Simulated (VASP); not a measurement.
# Rh in VASP: further runs, part 2 of 2

VASP 6.6.1.

### Step 5. Single point, PBEsol+U

INCAR

```
ALGO = Normal ; DIPOL = 0.5 0.5 0.294
EDIFF = 1E-6 ; ENCUT = 520
GGA = PS ; IDIPOL = 3
ISIF = 2 ; ISMEAR = -1
LASPH = True ; LCHARG = True
LDAU = True ; LDAUJ = 0
LDAUL = 2 ; LDAUPRINT = 1
LDAUTYPE = 2 ; LDAUU = 6
LDIPOL = True ; LELF = True
LMAXMIX = 4 ; LREAL = False
LVACPOTAV = True ; LVHAR = True
LWAVE = False ; NELM = 60
PREC = Accurate ; SIGMA = 0.05
```

KPOINTS

```
k-points
0
Gamma
  11 11 1
```

POSCAR

```
Rh
1.0
    2.4265300000      0.1231000000      0.0000000000
   -0.2893500000      2.4123600000      0.0000000000
    0.0000000000      0.0000000000     23.8000000000
Rh
1
Direct
    0.5000000000      0.5000000000      0.2941200000
```

Potentials or basis: VASP PAW PBE potentials, release 64 (Rh_pv).

The run is started by

```bash
$ cat potpaw_PBE.64/Rh_pv/POTCAR > POTCAR
$ mpirun -np 1 vasp_std > vasp.out
```

OUTCAR:

```text
EDIFF = 1E-6
   ENCUT = 520
   GGA = PS
   ISIF = 2
   ISMEAR = -1
   LASPH = True
   LREAL = False
   NELM = 60
   PREC = Accurate

 ion  position               nearest neighbor table
   1  0.500  0.500  0.294-

  LATTYP: Found a base centered orthorhombic cell.
 ALAT       =     3.3160361524
 B/A-ratio  =     1.0711588953
 C/A-ratio  =     7.1772438255

  Lattice vectors:

 A1 = (   2.4265300000,   0.1231000000,   0.0000000000)
 A2 = (  -0.2893500000,   2.4123600000,   0.0000000000)
 A3 = (   0.0000000000,   0.0000000000,  23.8000000000)

Analysis of symmetry for initial positions (statically):
=====================================================================
 Subroutine PRICEL returns:
 Original cell was already a primitive cell.

 Routine SETGRP: Setting up the symmetry group for a
 base centered orthorhombic supercell.

 Subroutine GETGRP returns: Found  8 space group operations
 (whereof  4 operations were pure point group operations)
 out of a pool of  8 trial point group operations.

The static configuration has the point symmetry C_2v.
 The point group associated with its full space group is D_2h.

Analysis of symmetry for dynamics (positions and initial velocities):
=====================================================================
 Subroutine PRICEL returns:
 Original cell was already a primitive cell.

 Routine SETGRP: Setting up the symmetry group for a
 base centered orthorhombic supercell.

 Subroutine GETGRP returns: Found  8 space group operations
 (whereof  4 operations were pure point group operations)
 out of a pool of  8 trial point group operations.

The dynamic configuration has the point symmetry C_2v.
 The point group associated with its full space group is D_2h.

 Subroutine INISYM returns: Found  8 space group operations
 (whereof  4 operations are pure point group operations),
 and found     1 'primitive' translations

----------------------------------------------------------------------------------------

                                     Primitive cell

  volume of cell :     140.1649

  direct lattice vectors                    reciprocal lattice vectors
     2.426530000  0.123100000  0.000000000     0.409618631  0.049131618  0.000000000
    -0.289350000  2.412360000  0.000000000    -0.020902375  0.412024697  0.000000000
     0.000000000  0.000000000 23.800000000     0.000000000  0.000000000  0.042016807

  length of vectors
     2.429650479  2.429651043 23.800000000     0.412554650  0.412554554  0.042016807

  position of ions in fractional coordinates (direct lattice)
     0.500000000  0.500000000  0.294120000

  ion indices of the primitive-cell ions
   primitive index   ion index
                 1           1

----------------------------------------------------------------------------------------

 KPOINTS: k-points

Automatic generation of k-mesh.
 Grid dimensions read from file:
 generate k-points for:   11   11    1

 Generating k-lattice:
[... 95 lines left out ...]
   LEPSILON=     F    determine dielectric tensor
   LRPA    =     F    only Hartree local field effects (RPA)
 non-spin polarized calculation
  energy-cutoff  :      520.00
  volume of cell :      140.16
 maximum number of plane-waves:      3845
 NGX is ok and might be reduce to    18
   NGX =  9   NGY =  9   NGZ = 89

 dipolmoment           0.000000      0.000000     -0.000001 electrons x Angstroem

atom =   1  type =  1  l = 2

 onsite density matrix

spin component  1

  0.6055  0.0000  0.0168  0.0000  0.0309
  0.0000  0.7234  0.0000  0.0638  0.0000
  0.0168  0.0000  0.9182  0.0000 -0.0029
  0.0000  0.0638  0.0000  0.7014  0.0000
  0.0309  0.0000 -0.0029  0.0000  0.7802

spin component  2

  0.6055  0.0000  0.0168  0.0000  0.0309
  0.0000  0.7234  0.0000  0.0638  0.0000
  0.0168  0.0000  0.9182  0.0000 -0.0029
  0.0000  0.0638  0.0000  0.7014  0.0000
  0.0309  0.0000 -0.0029  0.0000  0.7802

 occupancies and eigenvectors

  o =  0.5993  v =  0.9842  0.0000 -0.0534 -0.0000 -0.1690  0.0000  0.0000  0.0000  0.0000  0.0000      0.0000  0.0000  0.0000  0.0000  0.0000  0.0000  0.0000  0.0000  0.0000  0.0000
  o =  0.5993  v =  0.0000  0.0000  0.0000  0.0000  0.0000  0.9842  0.0000 -0.0534 -0.0000 -0.1690      0.0000  0.0000  0.0000  0.0000  0.0000  0.0000  0.0000  0.0000  0.0000  0.0000
  o =  0.6477  v =  0.0000 -0.6445  0.0000  0.7646  0.0000  0.0000  0.0000  0.0000  0.0000  0.0000      0.0000  0.0000  0.0000  0.0000  0.0000  0.0000  0.0000  0.0000  0.0000  0.0000
  o =  0.6477  v =  0.0000  0.0000  0.0000  0.0000  0.0000  0.0000 -0.6445  0.0000  0.7646  0.0000      0.0000  0.0000  0.0000  0.0000  0.0000  0.0000  0.0000  0.0000  0.0000  0.0000
  o =  0.7771  v =  0.0000  0.0000  0.0000  0.0000  0.0000  0.0000 -0.7646  0.0000 -0.6445  0.0000      0.0000  0.0000  0.0000  0.0000  0.0000  0.0000  0.0000  0.0000  0.0000  0.0000
  o =  0.7771  v =  0.0000 -0.7646  0.0000 -0.6445  0.0000  0.0000  0.0000  0.0000  0.0000  0.0000      0.0000  0.0000  0.0000  0.0000  0.0000  0.0000  0.0000  0.0000  0.0000  0.0000
  o =  0.7855  v =  0.0000  0.0000  0.0000  0.0000  0.0000 -0.1692 -0.0000  0.0000 -0.0000 -0.9856      0.0000  0.0000  0.0000  0.0000  0.0000  0.0000  0.0000  0.0000  0.0000  0.0000
  o =  0.7855  v = -0.1692 -0.0000  0.0000 -0.0000 -0.9856  0.0000  0.0000  0.0000  0.0000  0.0000      0.0000  0.0000  0.0000  0.0000  0.0000  0.0000  0.0000  0.0000  0.0000  0.0000
  o =  0.9191  v = -0.0526 -0.0000 -0.9986 -0.0000  0.0090  0.0000  0.0000  0.0000  0.0000  0.0000      0.0000  0.0000  0.0000  0.0000  0.0000  0.0000  0.0000  0.0000  0.0000  0.0000
  o =  0.9191  v =  0.0000  0.0000  0.0000  0.0000  0.0000 -0.0526 -0.0000 -0.9986 -0.0000  0.0090      0.0000  0.0000  0.0000  0.0000  0.0000  0.0000  0.0000  0.0000  0.0000  0.0000

 number of electron      15.0000001 magnetization

 dipolmoment           0.000000      0.000000      0.000000 electrons x Angstroem

 Free energy of the ion-electron system (eV)
  ---------------------------------------------------
  ext. energy  EPLUGINS =         0.00000000
  ---------------------------------------------------
  free energy    TOTEN  =        -0.36695858 eV

  energy without entropy =       -0.35618757  energy(sigma->0) =       -0.36157308

 E-fermi :  -4.1511     XC(G=0):  -2.0941

 val. band max:       -4.1685682855   @ k =  -0.2727   0.0909   0.0000
 cond. band min:      -4.0927673738   @ k =   0.1818   0.0909   0.0000
 fundamental gap:      0.0758009117
 Fermi energy:        -4.1510976347

 k-point     1 :       0.0000    0.0000    0.0000
  band No.  band energies     occupation
      1     -48.9567      2.00000
      2     -48.7965      2.00000
      3     -48.6716      2.00000
      4     -10.3372      2.00000
      5     -10.0942      2.00000
      6      -6.3704      2.00000
      7      -4.3204      1.93447
      8      -3.5936      0.00003
      9      -2.5461      0.00000
     10      -2.1967      0.00000
     11       1.4349      0.00000
[... 309 lines left out ...]
 k-point    24 :      -0.1818    0.1818    0.0000
  band No.  band energies     occupation
      1     -49.2693      2.00000
      2     -49.0533      2.00000
      3     -48.6037      2.00000
      4      -8.4820      2.00000
      5      -8.2311      2.00000
      6      -5.7446      2.00000
      7      -5.5574      2.00000
      8      -5.2093      2.00000
      9      -3.9950      0.08438
     10       0.6542      0.00000
     11       2.9760      0.00000

 [... further k-points ...]

------------------------ aborting loop because EDIFF is reached ----------------------------------------

 vacuum level on the upper side and lower side of the slab       (xc-potential included)        -0.088        -0.088

  FORCE on cell =-STRESS in cart. coord.  units (eV):
  Direction    XX          YY          ZZ          XY          YZ          ZX
  --------------------------------------------------------------------------------------
  -------------------------------------------------------------------------------------
  Total       -1.9484108     -1.8538221     -0.0219992      0.2754172      0.0000000      0.0000000
  in kB      -22.2716161    -21.1904050     -0.2514653      3.1481997      0.0000000      0.0000000
  external PRESSURE =     -14.5711621 kB  Pullay stress =       0.0000000 kB

 VOLUME and BASIS-vectors are now :
 -----------------------------------------------------------------------------
  energy-cutoff  :      520.00
  volume of cell :      140.16
      direct lattice vectors                 reciprocal lattice vectors
     2.426530000  0.123100000  0.000000000     0.409618631  0.049131618  0.000000000
    -0.289350000  2.412360000  0.000000000    -0.020902375  0.412024697  0.000000000
     0.000000000  0.000000000 23.800000000     0.000000000  0.000000000  0.042016807

 POSITION                                       TOTAL-FORCE (eV/Angst)
 -----------------------------------------------------------------------------------
      1.06859      1.26773      7.00006         0.000000      0.000000      0.000000
 -----------------------------------------------------------------------------------
    total drift:                                0.000000      0.000000      0.000057

  FREE ENERGIE OF THE ION-ELECTRON SYSTEM (eV)
  ---------------------------------------------------
  free  energy   TOTEN  =        -0.3669585832 eV

  energy  without entropy=       -0.3561875750  energy(sigma->0) =       -0.36157308

 vacuum level on the upper side and lower side of the slab         1.657         1.657
```

OSZICAR:

```text
N       E                     dE             d eps       ncg     rms          rms(c)
DAV:   1     0.794471478352E+02    0.79447E+02   -0.84135E+03  1088   0.993E+02
DAV:   2     0.222267879484E+01   -0.77224E+02   -0.73706E+02  1077   0.239E+02
DAV:   3    -0.218010591467E+00   -0.24407E+01   -0.22932E+01   911   0.407E+01
[... 14 lines left out ...]
DAV:  18    -0.366938227167E+00   -0.22890E-04   -0.75356E-06   915   0.203E-02    0.236E-03
DAV:  19    -0.366947953512E+00   -0.97263E-05   -0.43957E-07   670   0.640E-03    0.980E-04
DAV:  20    -0.366954364315E+00   -0.64108E-05   -0.33375E-07   632   0.414E-03    0.353E-04
DAV:  21    -0.366957912065E+00   -0.35478E-05   -0.69421E-08   606   0.227E-03    0.410E-04
DAV:  22    -0.366958583181E+00   -0.67112E-06   -0.17737E-08   597   0.119E-03
   1 F= -.36695858E+00 E0= -.36157308E+00  d E =-.107710E-01
```

It took 58 s on 1 thread of Intel Xeon Platinum 8488C (Sapphire Rapids), shared host; peak memory 0.25 GiB.

What came out:

```
Free energy                     : -0.3670 eV
Band gap on the k mesh          : none (metal or under the smearing width)
Work function of the upper face : 5.81 eV
Work function of the lower face : 5.81 eV
```

Eigenvalues of the final occupation matrices:
```csv
site,spin,trace,eigenvalues
site 1 d,1,3.73,0.60 0.65 0.78 0.79 0.92
site 1 d,2,3.73,0.60 0.65 0.78 0.79 0.92
```

Caveat: the PAW data sets were made with another functional, which shifts forces and pressure a little; U without spin polarisation on a metal has little footing; the U is typed as a test and isn't derived for this compound.

### Step 6. The reference run

An earlier run on the cell as given: functional PBE; potentials or basis VASP PAW PBE potentials, release 64 (Rh_pv); cutoff 520 eV; k mesh 11 × 11 × 1; occupations fermi-dirac, width 0.05 eV; no spin polarisation.

- Band gap on the k mesh: none (metal or under the smearing width)

### Step 7. Summary

| level | U | gap on the mesh (eV) | work function (eV) |
| --- | --- | --- | --- |
| PBEsol+U | Rh d U = 3 eV | none | 5.80 |
| PBEsol+U | Rh d U = 4 eV | none | 5.81 |
| PBEsol+U | Rh d U = 5 eV | none | 5.80 |
| PBEsol+U | Rh d U = 6 eV | none | 5.81 |
| PBE | - | none | - |

Alike in all rows: task single point; potentials or basis VASP PAW PBE potentials, release 64 (Rh_pv); no spin polarisation; cell as given; k mesh 11 × 11 × 1; cutoff (eV) 520; smearing fermi-dirac 0.05 eV.

Every run on the cell as given and a fine mesh finds a metal.

Caveats: the PAW data sets were made with another functional, which shifts forces and pressure a little (some runs); U without spin polarisation on a metal has little footing (some runs); the U is typed as a test and isn't derived for this compound (some runs).

Total energies depend on the potentials used, so only differences within one code and one set of settings carry meaning.
